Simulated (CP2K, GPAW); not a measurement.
A CP2K input for a self-consistent single point of BeO (P6_3mc, 8 atoms in the cell) (DFT PBEsol, GPW, DZVP-MOLOPT-PBE-GTH basis, GTH-PBE potentials (POTENTIAL_UZH)):

```
&GLOBAL
  PROJECT beo
  RUN_TYPE ENERGY_FORCE
  PRINT_LEVEL LOW
&END GLOBAL
&FORCE_EVAL
  METHOD Quickstep
  STRESS_TENSOR ANALYTICAL
  &DFT
    BASIS_SET_FILE_NAME BASIS_MOLOPT_UZH
    POTENTIAL_FILE_NAME POTENTIAL_UZH
    &QS
      METHOD GPW
      EPS_DEFAULT 1E-10
    &END QS
    &MGRID
      CUTOFF 650
      REL_CUTOFF 50
      NGRIDS 5
    &END MGRID
    &SCF
      SCF_GUESS ATOMIC
      EPS_SCF 1E-7
      MAX_SCF 100
      ADDED_MOS 8
      &DIAGONALIZATION
        ALGORITHM STANDARD
      &END DIAGONALIZATION
      &MIXING
        METHOD BROYDEN_MIXING
        ALPHA 0.3
        NBUFFER 12
      &END MIXING
      &SMEAR ON
        METHOD GAUSSIAN
        SIGMA [eV] 0.272
      &END SMEAR
    &END SCF
    &KPOINTS
      SCHEME MONKHORST-PACK 7 7 2
      GAMMA_CENTERED T
    &END KPOINTS
    &XC
      &XC_FUNCTIONAL
        &PBE
          PARAMETRIZATION PBESOL
        &END PBE
      &END XC_FUNCTIONAL
    &END XC
    &PRINT
      &MO
        EIGENVALUES T
        OCCUPATION_NUMBERS T
        NDIGITS 8
        FILENAME mo
        &EACH
          QS_SCF 0
        &END EACH
        ADD_LAST NUMERIC
      &END MO
      &MULLIKEN OFF
      &END MULLIKEN
    &END PRINT
  &END DFT
  &SUBSYS
    &CELL
      A 2.74366400 0.00000000 0.00000000
      B -1.37183200 2.37608300 0.00000000
      C 0.00000000 0.00000000 8.98205300
      PERIODIC XYZ
    &END CELL
    &COORD
      SCALED
      Be       0.00000000     0.00000000     0.00000000
      Be       0.00000000     0.00000000     0.50000000
      Be       0.66666700     0.33333300     0.75018000
      Be       0.33333300     0.66666700     0.25018000
      O        0.00000000     0.00000000     0.81216000
      O        0.00000000     0.00000000     0.31216000
      O        0.66666700     0.33333300     0.56329000
      O        0.33333300     0.66666700     0.06329000
    &END COORD
    &KIND Be
      BASIS_SET DZVP-MOLOPT-PBE-GTH-q4
      POTENTIAL GTH-PBE-q4
    &END KIND
    &KIND O
      BASIS_SET DZVP-MOLOPT-PBE-GTH-q6
      POTENTIAL GTH-PBE-q6
    &END KIND
  &END SUBSYS
  &PRINT
    &FORCES ON
    &END FORCES
    &STRESS_TENSOR ON
    &END STRESS_TENSOR
  &END PRINT
&END FORCE_EVAL
```

Q: Give the GPAW input for the same structure, mesh, smearing and functional.

A: One input that does it (others would too):

```python
from ase import Atoms
from ase.units import GPa
from gpaw import GPAW, PW

atoms = Atoms(['Be', 'Be', 'Be', 'Be', 'O', 'O', 'O', 'O'],
              cell=[[2.743664, 0.000000, 0.000000],
                    [-1.371832, 2.376083, 0.000000],
                    [0.000000, 0.000000, 8.982053]],
              positions=[[0.000000, 0.000000, 0.000000],
                         [0.000000, 0.000000, 4.491027],
                         [1.371833, 0.792027, 6.738157],
                         [-0.000001, 1.584056, 2.247130],
                         [0.000000, 0.000000, 7.294864],
                         [0.000000, 0.000000, 2.803838],
                         [1.371833, 0.792027, 5.059501],
                         [-0.000001, 1.584056, 0.568474]],
              pbc=True)

calc = GPAW(mode=PW(900),
            xc='PBEsol',
            kpts={'size': (7, 7, 2), 'gamma': True},
            occupations={'name': 'methfessel-paxton', 'width': 0.272, 'order': 0},
            nbands=-4,
            convergence={'density': 1e-05, 'energy': 1e-05, 'bands': -2},
            symmetry={'symmorphic': False, 'tolerance': 0.0005},
            maxiter=150)

atoms.calc = calc

energy = atoms.get_potential_energy()
print('Energy (eV):', round(energy, 6))
forces = atoms.get_forces()
print('Forces (eV/Ang):')
print(forces.round(5))
stress = atoms.get_stress()
print('Stress (GPa, Voigt):', (stress / GPa).round(4))
```

Basis settings and potentials, where a program has them, do not carry over. This input uses DFT PBEsol, plane waves, GPAW PAW datasets PBEsol (made by gpaw-setup).

The starting cell was generated: these elements placed on a structure prototype, without a prior relaxation; it need not be a known phase or ordering of this composition. Its lattice was rescaled by a random factor within 2.5 % of one.
